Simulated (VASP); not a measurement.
# InP (F-43m) in VASP: notebook

One crystal, InP, is run at these levels: PBE; tasks: single point, relaxation of cell and atoms.

All numbers are computed with VASP 6.6.1; they aren't measurements. Logs are shortened: lines on timing, memory, paths and dates and some standing lists are left out, and cuts for length are marked.

**What was measured.**

A printed reference work, data compilation reports, for a bulk crystal of InP at 1.6 K: band gap 1.4236 eV (direct).

The runs below are set against these values where they give the same quantity.

## 1. The crystal as given

The structure is cubic, space group F-43m (No. 216). The conventional cell has a = 5.960 Å, b = 5.960 Å, c = 5.960 Å, α = 90.00°, β = 90.00°, γ = 90.00°. In (site symmetry -43m) has 4 P at 2.58 Å as nearest neighbours. Around P (site symmetry -43m) lie 4 In at 2.58 Å.

## 2. Single point, PBE

INCAR

```
PREC = Accurate ; ENCUT = 520
EDIFF = 1E-6 ; ISMEAR = 0
SIGMA = 0.02 ; LREAL = F
LASPH = T ; NELM = 80
ALGO = Fast ; ISIF = 2
LWAVE = F ; LCHARG = F
GGA = PE ; NBANDS = 16
```

KPOINTS

```
Automatic mesh
0
Gamma
  10 10 10
```

POSCAR

```
InP
1.0
    0.0000000000      2.9800342060      2.9800342060
    2.9800342060      0.0000000000      2.9800342060
    2.9800342060      2.9800342060      0.0000000000
In P
1 1
Direct
    0.0000000000      0.0000000000      0.0000000000
    0.2500000000      0.2500000000      0.2500000000
```

Potentials or basis: VASP PAW PBE potentials, release 64 (In_d, P).

On the command line:

```bash
$ cat potpaw_PBE.64/In_d/POTCAR potpaw_PBE.64/P/POTCAR > POTCAR
$ mpirun -np 1 vasp_std > vasp.out
```

OUTCAR:

```text
PREC = Accurate
   ENCUT = 520
   EDIFF = 1E-6
   ISMEAR = 0
   LREAL = F
   LASPH = T
   NELM = 80
   ISIF = 2
   GGA = PE

 ion  position               nearest neighbor table
   1  0.000  0.000  0.000-   2 2.58   2 2.58   2 2.58   2 2.58
   2  0.250  0.250  0.250-   1 2.58   1 2.58   1 2.58   1 2.58

  LATTYP: Found a face centered cubic cell.
 ALAT       =     5.9600684120

  Lattice vectors:

 A1 = (   0.0000000000,   2.9800342060,   2.9800342060)
 A2 = (   2.9800342060,   0.0000000000,   2.9800342060)
 A3 = (   2.9800342060,   2.9800342060,   0.0000000000)

Analysis of symmetry for initial positions (statically):
=====================================================================
 Subroutine PRICEL returns:
 Original cell was already a primitive cell.

 Routine SETGRP: Setting up the symmetry group for a
 face centered cubic supercell.

 Subroutine GETGRP returns: Found 24 space group operations
 (whereof 24 operations were pure point group operations)
 out of a pool of 48 trial point group operations.

The static configuration has the point symmetry T_d .

Analysis of symmetry for dynamics (positions and initial velocities):
=====================================================================
 Subroutine PRICEL returns:
 Original cell was already a primitive cell.

 Routine SETGRP: Setting up the symmetry group for a
 face centered cubic supercell.

 Subroutine GETGRP returns: Found 24 space group operations
 (whereof 24 operations were pure point group operations)
 out of a pool of 48 trial point group operations.

The dynamic configuration has the point symmetry T_d .

 Subroutine INISYM returns: Found 24 space group operations
 (whereof 24 operations are pure point group operations),
 and found     1 'primitive' translations

----------------------------------------------------------------------------------------

                                     Primitive cell

  volume of cell :      52.9290

  direct lattice vectors                    reciprocal lattice vectors
     0.000000000  2.980034206  2.980034206    -0.167783309  0.167783309  0.167783309
     2.980034206  0.000000000  2.980034206     0.167783309 -0.167783309  0.167783309
     2.980034206  2.980034206  0.000000000     0.167783309  0.167783309 -0.167783309

  length of vectors
     4.214404790  4.214404790  4.214404790     0.290609216  0.290609216  0.290609216

  position of ions in fractional coordinates (direct lattice)
     0.000000000  0.000000000  0.000000000
     0.250000000  0.250000000  0.250000000

  ion indices of the primitive-cell ions
   primitive index   ion index
                 1           1
                 2           2

----------------------------------------------------------------------------------------

 KPOINTS: Automatic mesh

Automatic generation of k-mesh.
 Grid dimensions read from file:
 generate k-points for:   10   10   10

 Generating k-lattice:

  Cartesian coordinates                     Fractional coordinates (reciprocal lattice)
    -0.016778331  0.016778331  0.016778331     0.100000000  0.000000000  0.000000000
     0.016778331 -0.016778331  0.016778331     0.000000000  0.100000000  0.000000000
     0.016778331  0.016778331 -0.016778331     0.000000000  0.000000000  0.100000000

  Length of vectors
     0.029060922  0.029060922  0.029060922

  Shift w.r.t. Gamma in fractional coordinates (k-lattice)
     0.000000000  0.000000000  0.000000000

 Subroutine IBZKPT returns following result:
 ===========================================

 Found     47 irreducible k-points:

 Following reciprocal coordinates:
            Coordinates               Weight
  0.000000  0.000000  0.000000      1.000000
  0.100000  0.000000  0.000000      8.000000
  0.200000  0.000000  0.000000      8.000000
  0.300000  0.000000  0.000000      8.000000
  0.400000  0.000000  0.000000      8.000000
  0.500000  0.000000  0.000000      4.000000
[... 16 lines left out ...]
  0.300000  0.300000  0.000000      6.000000
  0.400000  0.300000  0.000000     24.000000
 [... further k-points ...]
   k-points           NKPTS =     47   k-points in BZ     NKDIM =     47   number of bands    NBANDS=     16
   number of dos      NEDOS =    301   number of ions     NIONS =      2
   total plane-waves  NPLWV =  32768
   dimension x,y,z NGX =    32 NGY =   32 NGZ =   32
   dimension x,y,z NGXF=    64 NGYF=   64 NGZF=   64
   ions per type =               1   1
   NGX,Y,Z   is equivalent  to a cutoff of  12.62, 12.62, 12.62 a.u.
   NGXF,Y,Z  is equivalent  to a cutoff of  25.25, 25.25, 25.25 a.u.
 SYSTEM =  unknown system
   PREC   = accura    normal or accurate (medium, high low for compatibility)
   ISTART =      0    job   : 0-new  1-cont  2-samecut
   ICHARG =      2    charge: 1-file 2-atom 10-const
   ISPIN  =      1    spin polarized calculation?
   LNONCOLLINEAR =      F non collinear calculations
   LSORBIT =      F    spin-orbit coupling
   LASPH  =      T    aspherical Exc in radial PAW
   ENCUT  =  520.0 eV  38.22 Ry    6.18 a.u.   7.84  7.84  7.84*2*pi/ulx,y,z
   NELM   =     80;   NELMIN=  2; NELMDL= -5     # of ELM steps
   EDIFF  = 0.1E-05   stopping-criterion for ELM
   LREAL  =      F    real-space projection
   EDIFFG = 0.1E-04   stopping-criterion for IOM
   NSW    =      0    number of steps for IOM
   IBRION =     -1    ionic relax: 0-MD 1-quasi-New 2-CG
   NFREE  =      0    steps in history (QN), initial steepest desc. (CG)
   ISIF   =      2    stress and relaxation
   ISYM   =      2    0-nonsym 1-usesym 2-fastsym
   POTIM  = 0.5000    time-step for ionic-motion
   TEBEG  =    0.0;   TEEND  =   0.0 temperature during run
   PSTRESS=    0.0 pullay stress
   NELECT =      18.0000    total number of electrons
   NUPDOWN=      -1.0000    fix difference up-down
   EMIN   =  10.00;   EMAX   =-10.00  energy-range for DOS
   EFERMI =   0.00;   METHOD = LEGACY
   ISMEAR =     0;   SIGMA  =   0.02  broadening in eV -4-tet -1-fermi 0-gaus
   EFERMI_NEDOS =   21; number of points for ismear=-14 and -15
   IALGO  =     68    algorithm
   IMIX   =      4    mixing-type and parameters
     AMIX     =   0.40;   BMIX     =  1.00
     AMIX_MAG =   1.60;   BMIX_MAG =  1.00
  volume/ion in A,a.u.               =      26.46       178.59
  Fermi-wavevector in a.u.,A,eV,Ry     =   1.142706  2.159401 17.766167  1.305776
  Thomas-Fermi vector in A             =   2.279403
   LORBIT       =      0    0 simple, 1 ext, 2 COOP (PROOUT), +10 PAW based schemes
   GGA     = PE    functional components
   LHFCALC =     F    Hartree Fock is set to
   AEXX    =    0.0000 exact exchange contribution
   IVDW    =     0    specifies the selected vdW correction
   LEPSILON=     F    determine dielectric tensor
   LRPA    =     F    only Hartree local field effects (RPA)
 non-spin polarized calculation
 RMM-DIIS sequential band-by-band and
 Gauss-broadening in eV      SIGMA  =   0.02
  energy-cutoff  :      520.00
  volume of cell :       52.93
 maximum number of plane-waves:      1458
   NGX = 15   NGY = 15   NGZ = 15

 number of electron      18.0000005 magnetization

 Free energy of the ion-electron system (eV)
  ---------------------------------------------------
  ext. energy  EPLUGINS =         0.00000000
  ---------------------------------------------------
  free energy    TOTEN  =        -8.40801346 eV

  energy without entropy =       -8.40801346  energy(sigma->0) =       -8.40801346

 E-fermi :   4.8020     XC(G=0):  -9.0619

 val. band max:        4.6529505988   @ k =   0.0000   0.0000   0.0000
 cond. band min:       5.0910150598   @ k =   0.0000   0.0000   0.0000
 fundamental gap:      0.4380644610
 Fermi energy:         4.8019627060

 k-point     1 :       0.0000    0.0000    0.0000
  band No.  band energies     occupation
      1      -9.4394      2.00000
      2      -9.4394      2.00000
      3      -9.4394      2.00000
      4      -9.3110      2.00000
      5      -9.3110      2.00000
      6      -6.5318      2.00000
[... 8 lines left out ...]
     15      14.0217      0.00000
     16      14.0217      0.00000

 k-point     2 :       0.1000    0.0000    0.0000
  band No.  band energies     occupation
      1      -9.4494      2.00000
      2      -9.4353      2.00000
      3      -9.4353      2.00000
      4      -9.3109      2.00000
      5      -9.3109      2.00000
      6      -6.4259      2.00000
[... 8 lines left out ...]
     15      13.5587      0.00000
     16      13.5587      0.00000

 k-point     3 :       0.2000    0.0000    0.0000
  band No.  band energies     occupation
      1      -9.4745      2.00000
      2      -9.4253      2.00000
      3      -9.4253      2.00000
      4      -9.3100      2.00000
      5      -9.3100      2.00000
      6      -6.1221      2.00000
[... 8 lines left out ...]
     15      13.1566      0.00000
     16      13.9025      0.00000

 k-point     4 :       0.3000    0.0000    0.0000
  band No.  band energies     occupation
      1      -9.5045      2.00000
      2      -9.4150      2.00000
      3      -9.4150      2.00000
      4      -9.3067      2.00000
      5      -9.3067      2.00000
      6      -5.6701      2.00000
[... 8 lines left out ...]
     15      13.4255      0.00000
     16      13.5017      0.00000

 k-point     5 :       0.4000    0.0000    0.0000
  band No.  band energies     occupation
      1      -9.5278      2.00000
      2      -9.4086      2.00000
      3      -9.4086      2.00000
      4      -9.3019      2.00000
      5      -9.3019      2.00000
      6      -5.1960      2.00000
[... 8 lines left out ...]
     15      14.3474      0.00000
     16      14.3474      0.00000

 k-point     6 :       0.5000    0.0000    0.0000
  band No.  band energies     occupation
      1      -9.5366      2.00000
      2      -9.4066      2.00000
      3      -9.4066      2.00000
      4      -9.2996      2.00000
      5      -9.2996      2.00000
      6      -4.9683      2.00000
[... 8 lines left out ...]
     15      15.1729      0.00000
     16      15.1729      0.00000

 k-point     7 :       0.1000    0.1000    0.0000
  band No.  band energies     occupation
      1      -9.4571      2.00000
      2      -9.4314      2.00000
      3      -9.4314      2.00000
      4      -9.3141      2.00000
      5      -9.3082      2.00000
      6      -6.3908      2.00000
[... 8 lines left out ...]
     15      13.7838      0.00000
     16      14.1144      0.00000

 k-point     8 :       0.2000    0.1000    0.0000
  band No.  band energies     occupation
      1      -9.4782      2.00000
      2      -9.4230      2.00000
      3      -9.4212      2.00000
      4      -9.3166      2.00000
      5      -9.3053      2.00000
      6      -6.1530      2.00000
[... 8 lines left out ...]
     15      13.9226      0.00000
     16      14.5644      0.00000

 k-point     9 :       0.3000    0.1000    0.0000
  band No.  band energies     occupation
      1      -9.5041      2.00000
      2      -9.4142      2.00000
      3      -9.4102      2.00000
      4      -9.3162      2.00000
      5      -9.3018      2.00000
      6      -5.7475      2.00000
[... 8 lines left out ...]
     15      14.0136      0.00000
     16      14.3569      0.00000
[... 172 lines left out ...]
 k-point    19 :       0.5000    0.2000    0.0000
  band No.  band energies     occupation
      1      -9.5486      2.00000
      2      -9.3954      2.00000
      3      -9.3859      2.00000
      4      -9.3191      2.00000
      5      -9.2955      2.00000
      6      -4.8092      2.00000
[... 8 lines left out ...]
     15      15.2513      0.00000
     16      15.8812      0.00000

 k-point    20 :      -0.4000    0.2000    0.0000
  band No.  band energies     occupation
      1      -9.5459      2.00000
      2      -9.3979      2.00000
      3      -9.3882      2.00000
      4      -9.3112      2.00000
      5      -9.3022      2.00000
      6      -4.7451      2.00000
[... 8 lines left out ...]
     15      14.0360      0.00000
     16      15.6759      0.00000

 k-point    21 :      -0.3000    0.2000    0.0000
  band No.  band energies     occupation
      1      -9.5331      2.00000
      2      -9.4014      2.00000
      3      -9.3959      2.00000
      4      -9.3104      2.00000
      5      -9.3056      2.00000
      6      -5.0647      2.00000
[... 8 lines left out ...]
     15      14.7177      0.00000
     16      15.9622      0.00000

 k-point    22 :      -0.2000    0.2000    0.0000
  band No.  band energies     occupation
      1      -9.5135      2.00000
      2      -9.4082      2.00000
      3      -9.4066      2.00000
      4      -9.3147      2.00000
      5      -9.3037      2.00000
      6      -5.5161      2.00000
[... 8 lines left out ...]
     15      14.7242      0.00000
     16      15.7578      0.00000

 k-point    23 :       0.3000    0.3000    0.0000
  band No.  band energies     occupation
      1      -9.5471      2.00000
      2      -9.3830      2.00000
      3      -9.3830      2.00000
      4      -9.3364      2.00000
      5      -9.2917      2.00000
      6      -5.3791      2.00000
[... 8 lines left out ...]
     15      14.7796      0.00000
     16      17.2393      0.00000

 k-point    24 :       0.4000    0.3000    0.0000
  band No.  band energies     occupation
      1      -9.5637      2.00000
      2      -9.3752      2.00000
      3      -9.3725      2.00000
      4      -9.3392      2.00000
      5      -9.2886      2.00000
      6      -4.9992      2.00000
[... 8 lines left out ...]
     15      15.1825      0.00000
     16      17.0893      0.00000

 [... further k-points ...]

------------------------ aborting loop because EDIFF is reached ----------------------------------------

  FORCE on cell =-STRESS in cart. coord.  units (eV):
  Direction    XX          YY          ZZ          XY          YZ          ZX
  --------------------------------------------------------------------------------------
  -------------------------------------------------------------------------------------
  Total       -0.0378674     -0.0378674     -0.0378674      0.0000000      0.0000000     -0.0000000
  in kB       -1.1462578     -1.1462578     -1.1462578      0.0000000      0.0000000     -0.0000000
  external PRESSURE =      -1.1462578 kB  Pullay stress =       0.0000000 kB

 VOLUME and BASIS-vectors are now :
 -----------------------------------------------------------------------------
  energy-cutoff  :      520.00
  volume of cell :       52.93
      direct lattice vectors                 reciprocal lattice vectors
     0.000000000  2.980034206  2.980034206    -0.167783309  0.167783309  0.167783309
     2.980034206  0.000000000  2.980034206     0.167783309 -0.167783309  0.167783309
     2.980034206  2.980034206  0.000000000     0.167783309  0.167783309 -0.167783309

 POSITION                                       TOTAL-FORCE (eV/Angst)
 -----------------------------------------------------------------------------------
      0.00000      0.00000      0.00000         0.000000      0.000000      0.000000
      1.49002      1.49002      1.49002        -0.000000     -0.000000     -0.000000
 -----------------------------------------------------------------------------------
    total drift:                               -0.000000     -0.000000     -0.000000

  FREE ENERGIE OF THE ION-ELECTRON SYSTEM (eV)
  ---------------------------------------------------
  free  energy   TOTEN  =        -8.4080134596 eV

  energy  without entropy=       -8.4080134596  energy(sigma->0) =       -8.40801346
```

Wall time 31 s (1 thread of Intel Xeon Platinum 8488C (Sapphire Rapids), shared host); peak memory 0.19 GiB.

What came out:

```yaml
Free_energy: -8.4080 eV
Pressure: -0.1 GPa
Band_gap_on_the_k_mesh: 0.44 eV, direct
```

Levels at points of the mesh, in eV from the valence-band top:
```csv
k point,band 7,band 8,band 9,band 10,band 11,band 12
"(0.00, 0.00, 0.00)",0.00,0.00,0.00,0.44,4.09,4.09
"(0.50, 0.00, 0.00)",-5.47,-0.90,-0.90,1.38,4.80,4.80
"(0.50, 0.50, 0.00)",-5.54,-2.15,-2.15,1.85,2.26,8.91
```

Caveat: spin-orbit coupling is left out, which moves the levels of the heavy elements.

## 3. Relaxation of cell and atoms, PBE

INCAR

```
ALGO = Fast
EDIFF = 1E-7
EDIFFG = -0.005
ENCUT = 600
GGA = PE
IBRION = 2
ISIF = 3
ISMEAR = 0
LASPH = T
LCHARG = F
LREAL = F
LWAVE = F
NELM = 60
NSW = 100
PREC = Accurate
SIGMA = 0.02
```

KPOINTS

```
k-points
0
Gamma
  10 10 10
```

POSCAR is that of step 2.

Potentials or basis: VASP PAW PBE potentials, release 64 (In_d, P).

On the command line:

```bash
$ cat potpaw_PBE.64/In_d/POTCAR potpaw_PBE.64/P/POTCAR > POTCAR
$ mpirun -np 1 vasp_std > vasp.out
```

Wall time 71 s (1 thread of Intel Xeon Platinum 8488C (Sapphire Rapids), shared host); peak memory 0.23 GiB.

Results (log left out):

```
Free energy                            : -8.4081 eV
Relaxed volume                         : 26.44 Å³/atom
Relaxed cell                           : a = 4.213 Å, b = 4.213 Å, c = 4.213 Å, α = 60.00°, β = 60.00°, γ = 60.00°
Space group after relaxing (to 0.05 Å) : F-43m (No. 216)
Energy gained by relaxing              : 0.0 meV/atom
Ionic steps                            : 2
Pressure after relaxing                : 0.0 GPa
Band gap on the k mesh                 : 0.44 eV, direct
```

Final structure:
```yaml
crystal:
  lattice:
    - [0.00000, 2.97913, 2.97913]
    - [2.97913, 0.00000, 2.97913]
    - [2.97913, 2.97913, 0.00000]
  atoms:
    - { symbol: In, position: [0.00000, 0.00000, 0.00000] }
    - { symbol: P, position: [0.25000, 0.25000, 0.25000] }
```

Levels at points of the mesh, in eV from the valence-band top:
| k point | band 7 | band 8 | band 9 | band 10 | band 11 | band 12 |
| --- | --- | --- | --- | --- | --- | --- |
| (0.00, 0.00, 0.00) | 0.00 | 0.00 | 0.00 | 0.44 | 4.09 | 4.09 |
| (0.50, 0.00, 0.00) | -5.48 | -0.90 | -0.90 | 1.38 | 4.80 | 4.80 |
| (0.50, 0.50, 0.00) | -5.54 | -2.16 | -2.16 | 1.85 | 2.26 | 8.91 |

Caveat: spin-orbit coupling is left out, which moves the levels of the heavy elements. As with any semilocal functional, this PBE gap is likely too small.

(Continued in part 2 of 2.)
